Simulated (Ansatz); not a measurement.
# GaN (F-43m): equation of state with a fit in Python

Where is the equilibrium volume of GaN (F-43m), and how stiff is it? The task is an equation of state with a fit, for GaN (F-43m).

Computed with Ansatz 0.2.0 through its Python package. Level of theory: DFT PBEsol, plane waves, PAW.

**1. Starting point**

The structure is cubic, space group F-43m (No. 216). Conventional cell: a = 4.507 Å, b = 4.507 Å, c = 4.507 Å, α = 90.00°, β = 90.00°, γ = 90.00°. Around Ga (site symmetry -43m) lie 4 N at 1.95 Å. N (site symmetry -43m) is surrounded by 4 Ga at 1.95 Å.

The script holds or builds the structure itself.

**2. Script**

Input file eos_gan.py:

```python
'''Energy against volume for GaN, with a fit.'''

import ansatz as az
import numpy as np

vectors0 = np.array([
    [0.0, 2.25350061, 2.25350061],
    [2.25350061, 0.0, 2.25350061],
    [2.25350061, 2.25350061, 0.0],
])
sites = [
    ('Ga', [0.0, 0.0, 0.0]),
    ('N', [0.75, 0.75, 0.75]),
]


def make_crystal(cell):
    crystal = az.Crystal(lattice=az.Lattice.of(cell))
    for symbol, position in sites:
        crystal = crystal.atom(symbol, position)
    return crystal

# scale the volume, keep shape and fractions
volumes, energies, pressures = [], [], []
for scale in np.linspace(0.95, 1.07, 5):
    cell = vectors0 * scale ** (1 / 3)
    calculation = (
        make_crystal(cell).calculation()
        .occupations('fixed')
        .functional('pbesol')
        .basis(500)
        .kpoints(7, 7, 7)
        .stress()
    )
    summary = calculation.run(threads=1).report
    volumes.append(abs(np.linalg.det(cell)) / len(sites))
    energies.append(summary['free_energy_ev'] / len(sites))
    pressures.append(np.trace(summary['stress_gpa']) / 3)
    print(f'V = {volumes[-1]:8.4f} A^3/atom  F = {energies[-1]:.5f} eV/atom  P = {pressures[-1]:8.3f} GPa')

# third-order Birch-Murnaghan: a cubic in V^(-2/3)
x = np.array(volumes) ** (-2 / 3)
poly = np.polynomial.Polynomial.fit(x, energies, 3).convert()
roots = poly.deriv().roots()
x0 = min((r.real for r in roots if abs(r.imag) < 1e-9 and poly.deriv(2)(r.real) > 0), key=lambda r: abs(r - x.mean()))
v0 = x0 ** -1.5
b0 = 4 / 9 * poly.deriv(2)(x0) * v0 ** (-7 / 3) * 160.21766
b1 = 4 + 2 / 3 * x0 * poly.deriv(3)(x0) / poly.deriv(2)(x0)
print(f'V0 = {v0:.4f} A^3/atom, B0 = {b0:.1f} GPa, dB/dP = {b1:.2f}')
```

**3. The input behind the calls**

The package turns the script's settings into the engine's input (first run):

```yaml
crystal:
  lattice:
    - [0.0, 2.2152983042687464, 2.2152983042687464]
    - [2.2152983042687464, 0.0, 2.2152983042687464]
    - [2.2152983042687464, 2.2152983042687464, 0.0]
  atoms:
    - { symbol: Ga, position: [0.0, 0.0, 0.0] }
    - { symbol: "N", position: [0.75, 0.75, 0.75] }
basis:
  ecutwfc: 500.0
kpoints:
  mp_grid:
    grid: [7, 7, 7]
hamiltonian:
  xc: pbesol
scf:
  occupations:
    method: fixed
output:
  stress: true
```

**4. Running it**

Started as:

```bash
python eos_gan.py
```

The log of the run:

```text
V =  10.8717 A^3/atom  F = -2061.40604 eV/atom  P =    9.403 GPa
V =  11.2150 A^3/atom  F = -2061.41885 eV/atom  P =    2.735 GPa
V =  11.5583 A^3/atom  F = -2061.41848 eV/atom  P =   -2.931 GPa
V =  11.9016 A^3/atom  F = -2061.40690 eV/atom  P =   -7.746 GPa
V =  12.2449 A^3/atom  F = -2061.38580 eV/atom  P =  -11.832 GPa
V0 = 11.3737 A^3/atom, B0 = 188.6 GPa, dB/dP = 4.39
```

Wall time 3.8 s (1 thread of Arm Neoverse V2, shared host); peak memory 0.34 GiB.

**5. What changed from run to run**

The engine's inputs for some of the other runs:

Run 2, against run 1:

```diff
@@ -3,3 +3,3 @@
-    - [0.0, 2.2152983042687464, 2.2152983042687464]
-    - [2.2152983042687464, 0.0, 2.2152983042687464]
-    - [2.2152983042687464, 2.2152983042687464, 0.0]
+    - [0.0, 2.238375989118599, 2.238375989118599]
+    - [2.238375989118599, 0.0, 2.238375989118599]
+    - [2.238375989118599, 2.238375989118599, 0.0]
```

Run 3, against run 1:

```diff
@@ -3,3 +3,3 @@
-    - [0.0, 2.2152983042687464, 2.2152983042687464]
-    - [2.2152983042687464, 0.0, 2.2152983042687464]
-    - [2.2152983042687464, 2.2152983042687464, 0.0]
+    - [0.0, 2.260987377988691, 2.260987377988691]
+    - [2.260987377988691, 0.0, 2.260987377988691]
+    - [2.260987377988691, 2.260987377988691, 0.0]
```

Run 5, against run 1:

```diff
@@ -3,3 +3,3 @@
-    - [0.0, 2.2152983042687464, 2.2152983042687464]
-    - [2.2152983042687464, 0.0, 2.2152983042687464]
-    - [2.2152983042687464, 2.2152983042687464, 0.0]
+    - [0.0, 2.3049009798215194, 2.3049009798215194]
+    - [2.3049009798215194, 0.0, 2.3049009798215194]
+    - [2.3049009798215194, 2.3049009798215194, 0.0]
```

Lines on the test bed's own set-up are left out of the output.

**6. What each run gave**

The 5 runs, in the order started:

| run | volume (Å³/atom) | energy from run 2 (meV/atom) | pressure (GPa) | gap on the mesh (eV) | SCF cycles | CPU time (s) |
| --- | --- | --- | --- | --- | --- | --- |
| 1 | 10.872 | 12.81 | 9.40 | 1.99 | 6 | 0.67 |
| 2 | 11.215 | 0.00 | 2.74 | 1.79 | 6 | 0.56 |
| 3 | 11.558 | 0.38 | -2.93 | 1.60 | 6 | 0.56 |
| 4 | 11.902 | 11.95 | -7.75 | 1.42 | 6 | 0.55 |
| 5 | 12.245 | 33.05 | -11.83 | 1.24 | 6 | 0.57 |

**7. What came out**

| quantity | value |
| --- | --- |
| runs compared | 5 |
| range of energy | 33.05 meV/atom |
| lowest point, volume (Å³/atom) | 11.215 |
| equilibrium volume (fit) | 11.37 Å³/atom |
| bulk modulus (fit) | 189 GPa |

In words: A third-order Birch-Murnaghan fit through the 5 points has its minimum at 11.37 Å³ an atom, 0.6 % below the typed cell, with a bulk modulus of 189 GPa and dB/dP = 4.4. From that minimum the energy rises by 14.1 meV an atom on the compressed side and 34.4 meV on the expanded side. What to keep in mind:
- Pressure is positive in compression.
- The structure comes from a database of computed cells and needn't be a stable or known phase.
